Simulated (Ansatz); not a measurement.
# InSb: the crystal squeezed far

The task here is to estimate one member of a computed series from the others.

Method: DFT, PBEsol, PAW with Ansatz's default frozen-core files, scalar-relativistic, in Ansatz 0.2.0.

**Starting point**

The structure is cubic, space group Fm-3m (No. 225). The conventional cell has a = 5.895 Å, b = 5.895 Å, c = 5.895 Å, α = 90.00°, β = 90.00°, γ = 90.00°. In (site symmetry m-3m) is surrounded by 6 Sb at 2.95 Å. Sb (site symmetry m-3m) is surrounded by 6 In at 2.95 Å.

As a file:

```
In Sb
1.0
     0.00000    2.94735    2.94735
     2.94735    0.00000    2.94735
     2.94735    2.94735    0.00000
In Sb
1 1
Direct
  0.00000 0.00000 0.00000
  0.50000 0.50000 0.50000
```

Whether this phase is the stable one at these pressures isn't tested.

Atoms are numbered in the order of the input: In1, Sb2.

Set-up of the first run:

Input file input.yaml:

```yaml
crystal:
  lattice:
    - [0.0, 2.9473523161, 2.9473523161]
    - [2.9473523161, 0.0, 2.9473523161]
    - [2.9473523161, 2.9473523161, 0.0]
  atoms:
    - { symbol: In, position: [0.0, 0.0, 0.0] }
    - { symbol: Sb, position: [0.5, 0.5, 0.5] }
kpoints:
  mp_grid: { grid: [12, 12, 12] }
scf:
  occupations: { method: fermi_dirac, width: 0.1 }
hamiltonian:
  xc: pbesol
  pseudopotentials: { kind: paw }
output:
  forces: true
  stress: true
relax:
  f_tol: 0.005
  max_steps: 40
  cell: {}
```

On the command line:

```bash
$ ansatz run input.yaml --threads 1 --pin off --max-ram 2048MiB --backend cpu --events-out ev --progress --plain --runs-dir out
```

Among the steps run: Cell relaxed at zero pressure, PAW; Volume scaled by 1, PAW; Volume scaled by 0.94, PAW; Volume scaled by 0.88, PAW; Volume scaled by 0.8, PAW; Volume scaled by 0.72, PAW; Volume scaled by 0.64, PAW; Volume scaled by 0.55, PAW; Volume scaled by 0.55, PAW (cutoff 800 eV).

One of the session's tables, all rows but one given; the rest of the session is left out.

```
             method  volume over the first  volume (Å³/atom)  pressure (GPa)
                PAW                      1            27.488            0.04
                PAW                   0.94                 ?               ?
                PAW                   0.88            24.190            9.90
                PAW                    0.8            21.991           21.78
                PAW                   0.72            19.792           41.30
                PAW                   0.64            17.593           74.31
                PAW                   0.55            15.119          142.52
PAW (cutoff 800 eV)                   0.55            15.119          142.50
```

Estimate the missing values for PAW, 0.94.

**Answer.** volume (Å³/atom): 25.839; pressure (GPa): 4.09. In the column «volume (Å³/atom)» it lies between PAW, 0.88 (24.190) and PAW, 1 (27.488).
